Optical phonons of layered SiO₂ (3-atom cell) at the zone centre, computed by linear response with Ansatz 0.2.0 using non-spin-polarised PBE-D3(BJ), PAW and plane waves (cutoff 420 eV, k mesh 10×10×6). Frequencies are for zero macroscopic field, without the LO–TO term; each row is one level, with the infrared intensity summed over its degeneracy.

```
row  phonon frequency (cm^-1)  degeneracy  infrared intensity ((D/angstrom)^2/amu)
  1                     538.1           1                                    0.000
  2                     538.1           1                                    0.000
  3                     555.9           1                                   24.867
  4                     556.0           1                                   24.866
  5                     693.8           1                                    0.000
  6                     834.3           1                                    6.090
```

In this layered form of SiO₂, the vibrations of the atoms add about 6 to the dielectric constant for a field along the layers. For a field across the layers they add only about 0.65. That is a ratio of about nine. Three explanations offer themselves: the number of vibrations that take part, their softness, and the electric charge they move. The table and a few further values from the same calculation can weigh them.

**Which vibrations respond to a field**

Each silicon atom sits between two sheets of oxygen and has six oxygen neighbours, unlike the four of quartz. This form of SiO₂ may exist only as a computed crystal. The phonon frequency tells how fast a vibration runs, and the infrared intensity how strongly it couples to an electric field. In rows 1, 2 and 5 silicon rests while the two oxygen atoms move in opposite directions. Their dipoles cancel, so the intensity is zero and a uniform field does not drive these modes.

In the other three rows silicon moves one way and both oxygens the other, which creates a dipole. Rows 3 and 4 are the two sideways directions of one such motion, and row 6 is the same motion along the layer normal. The symmetry of the crystal makes rows 3 and 4 a degenerate pair, and likewise rows 1 and 2. The printed degeneracy of 1 and the slight split between rows 3 and 4 are numerical: the cell is slightly distorted and the k mesh does not keep its threefold axis, and the calculation does not tell which of the two causes the split.

**From a vibration to a dielectric constant**

A static field E pulls on silicon with a force ZeE and on the oxygens with the opposite force. Here e is the elementary charge and Z the Born charge, which measures how much dipole appears when an atom is displaced, the shift of its electrons included. If k is the restoring force per unit of displacement, silicon and oxygen move apart by ZeE/k. The dipole is Ze times that distance, and dividing by the cell volume V gives the polarisation. The dielectric constant therefore grows by

gain = Z²e² / (ε₀Vk),

with ε₀ the permittivity of vacuum.

The table gives the same quantity in another form. The intensity of one mode is proportional to Z²/μ and its squared frequency to k/μ, where μ is the reduced mass of silicon against the two oxygens. In the ratio of intensity to squared frequency the mass drops out. A frequency that is low only because the atoms are heavy therefore brings no larger static response; a weak restoring force does.

The sideways direction serves as a worked case. The same calculation gives silicon a Born charge of 4.015 for sideways motion. The restoring force is 8.50 eV/Å² for each oxygen, hence 17.0 eV/Å² for the two. The volume is 3 × 9.54 = 28.6 Å³, and e²/ε₀ is 4π × 14.4 eV Å.

gain = 4π × 14.4 × 4.015² / (28.6 × 17.0) ≈ 6.0

The dielectric constants of the same calculation give 6.0 as well, and across the layers the two routes agree to about 0.1 %. Those constants are built from the same modes and charges. The agreement shows that no contribution has been overlooked, but it is no independent test of the physics.

**Three explanations of the factor nine**

The first explanation is a matter of counting: there are two sideways modes and only one along the normal. Adding the intensities of rows 3 and 4 gives 49.7, about eight times that of row 6. With the lower frequency included, the predicted ratio of the gains becomes 18, twice the computed one. A field in one sideways direction drives only one combination of the pair, while the other moves at right angles to it. The second mode makes the response equal in every direction within the layer, but it does not double it.

The second explanation is the soft mode, and it is tempting because a low-lying polar vibration does raise the static dielectric constant. The sideways mode lies at 556 cm⁻¹ and the normal one at 834 cm⁻¹, so softness is certainly at work. Yet the squared frequencies differ only by a factor of 2.25. If the normal mode were lowered to the sideways frequency with its intensity unchanged, its gain would rise from 0.65 to about 1.5, still far below 6.

The third explanation is charge. For one direction at a time the intensities differ by a factor of 4.1, and so do the squares of the Born charges, 4.0 sideways and 2.0 along the normal. Giving the normal mode the sideways intensity would raise its gain to about 2.7. This is the larger of the two steps, though it too falls short when taken alone. Only the product of charge and softness reaches the computed ratio of 9.2.

With the electrons included, the static dielectric constant is 9.2 along the layers and 3.0 across them. These figures belong to the PBE functional and to atoms at rest. PBE tends to make vibrations somewhat too soft and electrons somewhat too easy to polarise, so both constants are expected to be rather too high than too low. An error of 5 % in a frequency changes the gain by about 10 %, and the calculation gives no error estimate for the field response.

**Does the large charge cause the softness?**

The two factors might have one origin. A sideways mode with a large charge makes a large dipole, and the dipoles of neighbouring cells could help each other along and so weaken the restoring force. The silent modes provide a control, because they have no net dipole.

They show the same preference. For each oxygen displaced against silicon, the restoring force in the polar modes is 10.6 eV/Å² higher along the normal than sideways. In the silent modes the difference is 11.3 eV/Å², nearly the same. The sideways direction is thus the softer one whether or not the cell carries a net dipole. The near equality of the two differences should not be pressed, because the polar one holds only for zero average field. If the macroscopic field is let in, each squared polar frequency is expected to rise by the ratio of static to electronic dielectric constant (the Lyddane–Sachs–Teller relation). That puts both polar vibrations near 940 cm⁻¹, so dipole fields are large enough to account for the polar difference. The control is only partial: the force between silicon and oxygen enters both kinds of motion, and in the silent modes the two oxygen sheets still carry opposite dipoles, so help between dipoles within a sheet is not excluded.

Stretching of the Si–O bonds is shared by both, but it works the other way. The bonds lean more towards the plane than towards the normal, so springs along them would make the normal direction the softer one, with about 0.7 times the sideways stiffness. The computed stiffness along the normal is 2.25 times the sideways one in the polar modes and 1.7 times in the silent ones.

Electrostatics, taken alone, offers a cause with the right direction. An oxygen ion sits above the centre of a triangle of positive silicon ions. When it slides sideways it comes closer to some of them, and the growing attraction pulls it further along, which weakens the restoring force. Laplace's equation requires the curvatures of an electrostatic potential in empty space to add up to zero, so what softens the two sideways directions must stiffen the normal one. This force between the silicon sheet and each oxygen sheet is present in both polar and silent modes. In the polar normal mode, however, the condition of zero average field is expected to take back most of the stiffening. The short-range repulsion that balances the attraction between neighbours also favours the order of the bond springs. Fixed point charges are therefore expected to explain the silent modes better than the polar ones. The calculation does not separate this force from others, such as the resistance of bond angles to bending, so its share remains open.

**Why the charge depends on direction**

The difference in Born charge is a computed result; its cause has to be argued. When the ions move along the normal, each layer becomes a sheet of dipoles, and a field arises inside the layer that opposes the displacement. Between the layers the field points the other way, so its average can still be zero, as the calculation requires. The electrons in the layer follow the field they feel there and cancel part of the dipole. The same opposing field pushes the ions back and is expected to stiffen the polar normal mode, so the smaller charge and the higher frequency may be largely two effects of one cause. Sideways motion builds up no such field, because the layer has no surface in that direction.

The response of the electrons alone fits this picture: their part of the dielectric constant is 3.2 along the layers and only 2.4 across them. That is support rather than proof, since the bonding itself may also respond differently in the two directions. Pulling the layers apart step by step would test the picture: the opposing field inside a layer should grow, so the charge along the normal should fall further, while the sideways charge should hardly change.

The analysis printed below applies the gain formula, without adjustable constants, to the sideways pair and the normal mode. The six numbers in its list of restoring forces are, in order, polar sideways, polar normal, silent sideways, silent normal, and then the silent and the polar difference; they do not correspond to the six rows of the table.

The analysis program printed:

```
Lattice gain along the layers from frequency and intensity: 5.996
Lattice gain along the layers in the response output: 5.996
Lattice gain across the layers from frequency and intensity: 0.6521
Lattice gain across the layers in the response output: 0.6529
Ratio of the gains in the response output: 9.183
Ratio if both members of the pair were counted for one direction: 18.39
Ratio from softness alone (squared frequencies): 2.252
Ratio from intensity per direction alone: 4.083
Squared ratio of the silicon Born charges: 4.081
Gain across the layers if that mode had the in-plane frequency: 1.469
Gain across the layers if that mode had the in-plane intensity: 2.663
Static constant along the layers over that across: 3.052
Restoring force per oxygen (eV/A^2):
  row  polar in-plane then polar normal then silent in-plane then silent normal then silent gap then polar gap
    1                                                                                                      8.5
    2                                                                                                    19.14
    3                                                                                                    17.04
    4                                                                                                    28.32
    5                                                                                                    11.28
    6                                                                                                    10.64
Stiffness normal over in-plane expected from Si-O bond springs: 0.6955
Stiffness normal over in-plane computed for the silent modes: 1.662
```
